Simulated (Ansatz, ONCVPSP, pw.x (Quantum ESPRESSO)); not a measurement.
# What a changed setting does to a pw.x run (diamond Os)

Potential: optimised norm-conserving Vanderbilt (ONCV), ONCVPSP 4.0.1.1 (patched build), PBE; core [Kr] 4d10 4f14, reference 5s2 5p6 5d6 6s2; waves: 5s+6s: rc 1.70 bohr, ncon 4, nbas 8, qcut 5.7 1/bohr, 2 projectors; 5p: rc 1.75 bohr, ncon 4, nbas 8, qcut 8.4 1/bohr, 2 projectors, debl 2.3 Ha; 5d: rc 2.30 bohr, ncon 4, nbas 8, qcut 6.1 1/bohr, 2 projectors, debl 3.5 Ha; local part: polynomial inside 1.35 bohr (lpopt 1, dvloc0 0 Ha); core correction: Teter function, fcfact 1.9, rcfact 1.3.

The reference run (k-mesh 8³, cutoffs 80/320 Ry, Fermi–Dirac 0.01 Ry, mixing_beta 0.4, conv_thr 1e-9, no spin) gives -1.19 GPa at 21.376 Å³/atom, where all-electron LAPW gives 0.80 GPa. This run, with its own iteration cap, changes degauss to 0.005.

```
&control
  calculation='scf', prefix='x', pseudo_dir='./', outdir='./tmp', tstress=.true., disk_io='none'
/
&system
  ibrav=0, nat=2, ntyp=1, ecutwfc=80, ecutrho=320, nbnd=26,
  occupations='smearing', smearing='fd', degauss=0.005
/
&electrons
  conv_thr=1e-09, mixing_beta=0.4, electron_maxstep=60
/
ATOMIC_SPECIES
Os 1.0 Os.UPF
CELL_PARAMETERS angstrom
  0.00000000 2.77529283 2.77529283
  2.77529283 0.00000000 2.77529283
  2.77529283 2.77529283 0.00000000
ATOMIC_POSITIONS crystal
Os 0.0000 0.0000 0.0000
Os 0.2500 0.2500 0.2500
K_POINTS automatic
8 8 8 0 0 0
```

```bash
pw.x < Os.scf.in > Os.scf.out
```

Problem. How does the run end?

Solution. It converges in 9 iterations; the free energy moves by +18.1 meV/atom and the pressure by -0.23 GPa. In a metal, with Fermi–Dirac smearing, F lies below its zero-width value by a term in the square of the width.

```
Message from routine setup:
     using ibrav=0 with symmetry is DISCOURAGED, use correct ibrav instead
     lattice parameter (alat)  =       7.4169  a.u.
     unit-cell volume          =     288.5048 (a.u.)^3
     number of electrons       =        32.00
     number of Kohn-Sham states=           26
     kinetic-energy cutoff     =      80.0000  Ry
     charge density cutoff     =     320.0000  Ry
     scf convergence threshold =      1.0E-09
     Exchange-correlation= PBE
     number of k points=    29  Fermi-Dirac smearing, width (Ry)=  0.0050
     iteration #  1     ecut=    80.00 Ry     beta= 0.40
     total energy              =    -377.31049764 Ry
     estimated scf accuracy    <       0.05152134 Ry
     iteration #  2     ecut=    80.00 Ry     beta= 0.40
     total energy              =    -377.30703969 Ry
     estimated scf accuracy    <       0.01510991 Ry
     iteration #  3     ecut=    80.00 Ry     beta= 0.40
     total energy              =    -377.30804235 Ry
     estimated scf accuracy    <       0.00015994 Ry
     [... 3 iterations left out ...]
     iteration #  7     ecut=    80.00 Ry     beta= 0.40
     total energy              =    -377.30806974 Ry
     estimated scf accuracy    <       0.00000004 Ry
     iteration #  8     ecut=    80.00 Ry     beta= 0.40
     total energy              =    -377.30806975 Ry
     estimated scf accuracy    <          8.3E-09 Ry
     iteration #  9     ecut=    80.00 Ry     beta= 0.40
     the Fermi energy is    15.3321 ev
!    total energy              =    -377.30806975 Ry
     estimated scf accuracy    <          5.6E-10 Ry
     smearing contrib. (-TS)   =      -0.00144889 Ry
     The total energy is F=E-TS. E is the sum of the following terms:
     one-electron contribution =    -148.51817366 Ry
     hartree contribution      =      83.60917440 Ry
     xc contribution           =     -49.45379532 Ry
     ewald contribution        =    -262.94382628 Ry
     convergence has been achieved in   9 iterations
          total   stress  (Ry/bohr**3)                   (kbar)     P=      -14.21
     Message from routine punch:
     Nothing written, as per user request (disk_io='none')
```

The run took about 49 s on one core of a shared host (Neoverse-V1, 64 threads, 503 GiB, load 11).
